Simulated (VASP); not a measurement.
# Co (P6_3/mmc) in VASP: notebook

The runs below take Co through single point, with PBEsol, r2SCAN.

Everything below comes from runs of VASP 6.6.1. Logs are shortened: lines on timing, memory, paths and dates and some standing lists are left out, and cuts for length are marked.

## Step 1: The crystal as given

The structure is hexagonal, space group P6_3/mmc (No. 194). The conventional cell has a = 2.453 Å, b = 2.453 Å, c = 3.961 Å, α = 90.00°, β = 90.00°, γ = 120.00°. Around Co (site symmetry -6m2) lie 12 Co at 2.43 to 2.45 Å.

## Step 2: Single point, PBEsol, collinear spin, ferromagnetic start

Input file INCAR:

```
PREC = Accurate
ENCUT = 700
EDIFF = 1E-6
ISMEAR = 0
SIGMA = 0.1
LREAL = F
LASPH = T
NELM = 150
ALGO = Normal
ISIF = 2
LWAVE = F
LCHARG = F
ISPIN = 2
MAGMOM = 2 2
LORBIT = 11
LMAXMIX = 4
GGA = PS
NBANDS = 20
```

Input file KPOINTS:

```
regular mesh
0
Gamma
  21 21 10
```

Input file POSCAR:

```
Co
1.0
    2.4526700000      0.0000000000      0.0000000000
   -1.2263400000      2.1240800000      0.0000000000
    0.0000000000      0.0000000000      3.9607500000
Co
2
Direct
    0.3333300000      0.6666700000      0.2500000000
    0.6666700000      0.3333300000      0.7500000000
```

Potentials or basis: VASP PAW PBE potentials, release 64 (Co).

On the command line:

```bash
cat potpaw_PBE.64/Co/POTCAR > POTCAR
mpirun -np 1 vasp_std > vasp.out
```

OUTCAR:

```text
PREC = Accurate
   ENCUT = 700
   EDIFF = 1E-6
   ISMEAR = 0
   LREAL = F
   LASPH = T
   NELM = 150
   ISIF = 2
   ISPIN = 2
   LORBIT = 11
   GGA = PS

 ion  position               nearest neighbor table
   1  0.333  0.667  0.250-   2 2.43   2 2.43   2 2.43   2 2.43   2 2.43   2 2.43
   2  0.667  0.333  0.750-   1 2.43   1 2.43   1 2.43   1 2.43   1 2.43   1 2.43

  LATTYP: Found a hexagonal cell.
 ALAT       =     2.4526700000
 C/A-ratio  =     1.6148727713

  Lattice vectors:

 A1 = (   2.4526700000,   0.0000000000,   0.0000000000)
 A2 = (  -1.2263400000,   2.1240800000,   0.0000000000)
 A3 = (   0.0000000000,   0.0000000000,   3.9607500000)

Analysis of symmetry for initial positions (statically):
=====================================================================
 Subroutine PRICEL returns:
 Original cell was already a primitive cell.

 Routine SETGRP: Setting up the symmetry group for a
 hexagonal supercell.

 Subroutine GETGRP returns: Found  8 space group operations
 (whereof  4 operations were pure point group operations)
 out of a pool of 24 trial point group operations.

The static configuration has the point symmetry C_2h.
 The point group associated with its full space group is D_2h.

Analysis of symmetry for dynamics (positions and initial velocities):
=====================================================================
 Subroutine PRICEL returns:
 Original cell was already a primitive cell.

 Routine SETGRP: Setting up the symmetry group for a
 hexagonal supercell.

 Subroutine GETGRP returns: Found  8 space group operations
 (whereof  4 operations were pure point group operations)
 out of a pool of 24 trial point group operations.

The dynamic configuration has the point symmetry C_2h.
 The point group associated with its full space group is D_2h.

Analysis of structural, dynamic, and magnetic symmetry:
=====================================================================
 Subroutine PRICEL returns:
 Original cell was already a primitive cell.

 Routine SETGRP: Setting up the symmetry group for a
 hexagonal supercell.

 Subroutine GETGRP returns: Found  8 space group operations
 (whereof  4 operations were pure point group operations)
 out of a pool of 24 trial point group operations.

The overall configuration has the point symmetry C_2h.
 The point group associated with its full space group is D_2h.

 Subroutine INISYM returns: Found  8 space group operations
 (whereof  4 operations are pure point group operations),
 and found     1 'primitive' translations

----------------------------------------------------------------------------------------

                                     Primitive cell

  volume of cell :      20.6342

  direct lattice vectors                    reciprocal lattice vectors
     2.452670000  0.000000000  0.000000000     0.407718935  0.235396990  0.000000000
    -1.226340000  2.124080000  0.000000000     0.000000000  0.470792061  0.000000000
     0.000000000  0.000000000  3.960750000     0.000000000  0.000000000  0.252477435

  length of vectors
     2.452670000  2.452677240  3.960750000     0.470793450  0.470792061  0.252477435

  position of ions in fractional coordinates (direct lattice)
     0.333330000  0.666670000  0.250000000
     0.666670000  0.333330000  0.750000000

  ion indices of the primitive-cell ions
   primitive index   ion index
                 1           1
                 2           2

----------------------------------------------------------------------------------------

 KPOINTS: regular mesh

Automatic generation of k-mesh.
 Grid dimensions read from file:
 generate k-points for:   21   21   10

 Generating k-lattice:

  Cartesian coordinates                     Fractional coordinates (reciprocal lattice)
     0.019415187  0.011209380  0.000000000     0.047619048  0.000000000  0.000000000
     0.000000000  0.022418670  0.000000000     0.000000000  0.047619048  0.000000000
     0.000000000  0.000000000  0.025247743     0.000000000  0.000000000  0.100000000

  Length of vectors
     0.022418736  0.022418670  0.025247743

  Shift w.r.t. Gamma in fractional coordinates (k-lattice)
     0.000000000  0.000000000  0.000000000

 Subroutine IBZKPT returns following result:
 ===========================================

 Found    726 irreducible k-points:

 Following reciprocal coordinates:
            Coordinates               Weight
  0.000000  0.000000  0.000000      1.000000
  0.047619 -0.000000  0.000000      4.000000
 -0.047619  0.047619  0.000000      2.000000
  0.095238 -0.000000  0.000000      4.000000
 -0.095238  0.095238  0.000000      2.000000
  0.142857 -0.000000  0.000000      4.000000
[... 16 lines left out ...]
 -0.047619  0.095238  0.000000      4.000000
  0.095238  0.047619  0.000000      4.000000
 [... further k-points ...]
   k-points           NKPTS =    726   k-points in BZ     NKDIM =    726   number of bands    NBANDS=     20
   number of dos      NEDOS =    301   number of ions     NIONS =      2
   total plane-waves  NPLWV =  20736
   dimension x,y,z NGX =    24 NGY =   24 NGZ =   36
   dimension x,y,z NGXF=    48 NGYF=   48 NGZF=   72
   ions per type =               2
   NGX,Y,Z   is equivalent  to a cutoff of  16.27, 16.27, 15.11 a.u.
   NGXF,Y,Z  is equivalent  to a cutoff of  32.54, 32.54, 30.22 a.u.
 SYSTEM =  unknown system
   PREC   = accura    normal or accurate (medium, high low for compatibility)
   ISTART =      0    job   : 0-new  1-cont  2-samecut
   ICHARG =      2    charge: 1-file 2-atom 10-const
   ISPIN  =      2    spin polarized calculation?
   LNONCOLLINEAR =      F non collinear calculations
   LSORBIT =      F    spin-orbit coupling
   LASPH  =      T    aspherical Exc in radial PAW
   ENCUT  =  700.0 eV  51.45 Ry    7.17 a.u.   5.29  5.29  8.54*2*pi/ulx,y,z
   NELM   =    150;   NELMIN=  2; NELMDL= -5     # of ELM steps
   EDIFF  = 0.1E-05   stopping-criterion for ELM
   LREAL  =      F    real-space projection
   EDIFFG = 0.1E-04   stopping-criterion for IOM
   NSW    =      0    number of steps for IOM
   IBRION =     -1    ionic relax: 0-MD 1-quasi-New 2-CG
   NFREE  =      0    steps in history (QN), initial steepest desc. (CG)
   ISIF   =      2    stress and relaxation
   ISYM   =      2    0-nonsym 1-usesym 2-fastsym
   POTIM  = 0.5000    time-step for ionic-motion
   TEBEG  =    0.0;   TEEND  =   0.0 temperature during run
   PSTRESS=    0.0 pullay stress
   NELECT =      18.0000    total number of electrons
   NUPDOWN=      -1.0000    fix difference up-down
   EMIN   =  10.00;   EMAX   =-10.00  energy-range for DOS
   EFERMI =   0.00;   METHOD = LEGACY
   ISMEAR =     0;   SIGMA  =   0.10  broadening in eV -4-tet -1-fermi 0-gaus
   EFERMI_NEDOS =   21; number of points for ismear=-14 and -15
   IALGO  =     38    algorithm
   IMIX   =      4    mixing-type and parameters
     AMIX     =   0.40;   BMIX     =  1.00
     AMIX_MAG =   1.60;   BMIX_MAG =  1.00
  volume/ion in A,a.u.               =      10.32        69.62
  Fermi-wavevector in a.u.,A,eV,Ry     =   1.564239  2.955984 33.291342  2.446845
  Thomas-Fermi vector in A             =   2.666892
   LORBIT       =     11    0 simple, 1 ext, 2 COOP (PROOUT), +10 PAW based schemes
   GGA     = PS    functional components
   LHFCALC =     F    Hartree Fock is set to
   AEXX    =    0.0000 exact exchange contribution
   IVDW    =     0    specifies the selected vdW correction
   LEPSILON=     F    determine dielectric tensor
   LRPA    =     F    only Hartree local field effects (RPA)
 spin polarized calculation
 Gauss-broadening in eV      SIGMA  =   0.10
  energy-cutoff  :      700.00
  volume of cell :       20.63
 maximum number of plane-waves:       885
 NGX is ok and might be reduce to    24
   NGX = 11   NGY = 11   NGZ = 17

 number of electron      17.9999999 magnetization       3.1046741

 Free energy of the ion-electron system (eV)
  ---------------------------------------------------
  ext. energy  EPLUGINS =         0.00000000
  ---------------------------------------------------
  free energy    TOTEN  =       -15.47713467 eV

  energy without entropy =      -15.46890009  energy(sigma->0) =      -15.47301738

 E-fermi :  10.7908     XC(G=0): -13.8790

 val. band max:       10.7903151409   @ k =  -0.3810   0.2381   0.4000
 cond. band min:      10.7923304939   @ k =   0.2381   0.0476   0.3000
 fundamental gap:      0.0020153530
 Fermi energy:        10.7907874587

 spin component 1

 k-point     1 :       0.0000    0.0000    0.0000
  band No.  band energies     occupation
      1       1.5296      1.00000
      2       5.4179      1.00000
      3       8.1492      1.00000
      4       8.1655      1.00000
      5       8.1655      1.00000
      6       8.5095      1.00000
[... 12 lines left out ...]
     19      37.4919      0.00000
     20      37.4921      0.00000
[... 507 lines left out ...]
 k-point    24 :       0.0952    0.0476    0.0000
  band No.  band energies     occupation
      1       2.1004      1.00000
      2       5.7521      1.00000
      3       7.7504      1.00000
      4       8.3658      1.00000
      5       8.3729      1.00000
      6       8.4476      1.00000
[... 12 lines left out ...]
     19      37.1887      0.00000
     20      40.3706      0.00000

 [... further k-points ...]

 spin component 2

 k-point     1 :       0.0000    0.0000    0.0000
  band No.  band energies     occupation
      1       1.5924      1.00000
      2       6.3423      1.00000
      3       9.7130      1.00000
      4       9.7265      1.00000
      5       9.7265      1.00000
      6      10.1235      1.00000
[... 12 lines left out ...]
     19      37.8346      0.00000
     20      37.8347      0.00000
[... 507 lines left out ...]
 k-point    24 :       0.0952    0.0476    0.0000
  band No.  band energies     occupation
      1       2.1665      1.00000
      2       6.7200      1.00000
      3       9.2357      1.00000
      4       9.4312      1.00000
      5       9.9405      1.00000
      6      10.0347      1.00000
[... 12 lines left out ...]
     19      37.2663      0.00000
     20      40.5815      0.00000

 [... further k-points ...]

------------------------ aborting loop because EDIFF is reached ----------------------------------------

  FORCE on cell =-STRESS in cart. coord.  units (eV):
  Direction    XX          YY          ZZ          XY          YZ          ZX
  --------------------------------------------------------------------------------------
  -------------------------------------------------------------------------------------
  Total        0.0136367      0.0137150      0.0121768      0.0000677      0.0000000     -0.0000000
  in kB        1.0588481      1.0649238      0.9454920      0.0052544      0.0000000     -0.0000000
  external PRESSURE =       1.0230880 kB  Pullay stress =       0.0000000 kB

 VOLUME and BASIS-vectors are now :
 -----------------------------------------------------------------------------
  energy-cutoff  :      700.00
  volume of cell :       20.63
      direct lattice vectors                 reciprocal lattice vectors
     2.452670000  0.000000000  0.000000000     0.407718935  0.235396990  0.000000000
    -1.226340000  2.124080000  0.000000000     0.000000000  0.470792061  0.000000000
     0.000000000  0.000000000  3.960750000     0.000000000  0.000000000  0.252477435

 POSITION                                       TOTAL-FORCE (eV/Angst)
 -----------------------------------------------------------------------------------
     -0.00002      1.41606      0.99019         0.000074     -0.000043      0.000000
      1.22635      0.70802      2.97056        -0.000074      0.000043      0.000000
 -----------------------------------------------------------------------------------
    total drift:                               -0.000000      0.000000      0.000000

  FREE ENERGIE OF THE ION-ELECTRON SYSTEM (eV)
  ---------------------------------------------------
  free  energy   TOTEN  =       -15.4771346668 eV

  energy  without entropy=      -15.4689000913  energy(sigma->0) =      -15.47301738

 total charge

# of ion       s       p       d       tot
------------------------------------------
    1        0.510   0.570   7.295   8.375
    2        0.510   0.570   7.295   8.375
--------------------------------------------------
tot          1.020   1.139  14.590  16.749

 magnetization (x)

# of ion       s       p       d       tot
------------------------------------------
    1       -0.016  -0.053   1.627   1.559
    2       -0.016  -0.053   1.627   1.559
--------------------------------------------------
tot         -0.031  -0.105   3.255   3.118
```

Run time: 6 min. Hardware: 1 thread of Intel Xeon Platinum 8488C (Sapphire Rapids), shared host; peak memory 0.68 GiB.

Results:

| Property | Result |
| --- | --- |
| Free energy | -15.4771 eV |
| Pressure | 0.1 GPa |
| Band gap on the k mesh | none (metal or under the smearing width) |
| Net moment | 3.10 μB per cell |
| Site moments | Co +1.56 μB |
| Valence electrons inside the program's atomic spheres | Co 8.38 |

Caveat: the PAW data sets were made with another functional, which shifts forces and pressure a little.

## Step 3: Single point, PBEsol, collinear spin, ferromagnetic start

INCAR, as its differences from that of step 2:

```diff
@@ -1,3 +1,3 @@
 PREC = Accurate
-ENCUT = 700
+ENCUT = 520
 EDIFF = 1E-6
```

Input file KPOINTS:

```
regular mesh
0
Gamma
  30 30 16
```

POSCAR is that of step 2.

Potentials or basis: VASP PAW PBE potentials, release 64 (Co).

On the command line:

```bash
cat potpaw_PBE.64/Co/POTCAR > POTCAR
mpirun -np 1 vasp_std > vasp.out
```

Run time: 13 min. Hardware: 1 thread of Intel Xeon Platinum 8488C (Sapphire Rapids), shared host; peak memory 1.2 GiB.

Results (log left out):

```yaml
Free_energy: -15.4778 eV
Pressure: 0.3 GPa
Band_gap_on_the_k_mesh: none (metal or under the smearing width)
Net_moment: 3.13 μB per cell
Site_moments: Co +1.57 μB
Valence_electrons_inside_the_program's_atomic_spheres: Co 8.38
```

Levels at points of the mesh, in eV from the Fermi level:
Spin up:
```tsv
k point	band 7	band 8	band 9	band 10	band 11	band 12	band 13	band 14
(0.00, 0.00, 0.00)	-2.28	-1.91	-1.91	-0.70	-0.70	-0.14	6.83	22.34
(0.50, 0.00, 0.00)	-2.19	-0.57	-0.46	-0.40	1.45	3.57	10.07	10.78
(0.50, 0.50, 0.00)	-2.19	-0.57	-0.46	-0.40	1.45	3.57	10.07	10.78
(0.00, 0.00, 0.50)	-2.70	-2.70	-1.04	-1.04	-1.04	-1.04	15.61	15.61
(0.50, 0.00, 0.50)	-0.99	-0.99	-0.47	-0.47	1.65	1.65	7.72	7.72
(0.50, 0.50, 0.50)	-0.99	-0.99	-0.47	-0.47	1.65	1.65	7.72	7.72
```
Spin down:
```
           k point  band 5  band 6  band 7  band 8  band 9  band 10
(0.00, 0.00, 0.00)   -1.06   -0.66   -0.66   -0.21   -0.21    -0.11
(0.50, 0.00, 0.00)   -1.23   -1.12   -0.67    1.24    1.39     1.42
(0.50, 0.50, 0.00)   -1.23   -1.12   -0.67    1.24    1.39     1.42
(0.00, 0.00, 0.50)   -1.13   -1.13   -1.13   -1.13    0.74     0.74
(0.50, 0.00, 0.50)   -0.09   -0.09    0.26    0.26    1.35     1.35
(0.50, 0.50, 0.50)   -0.09   -0.09    0.26    0.26    1.35     1.35
```

Caveat: the PAW data sets were made with another functional, which shifts forces and pressure a little.

[end of part 1 of 2]
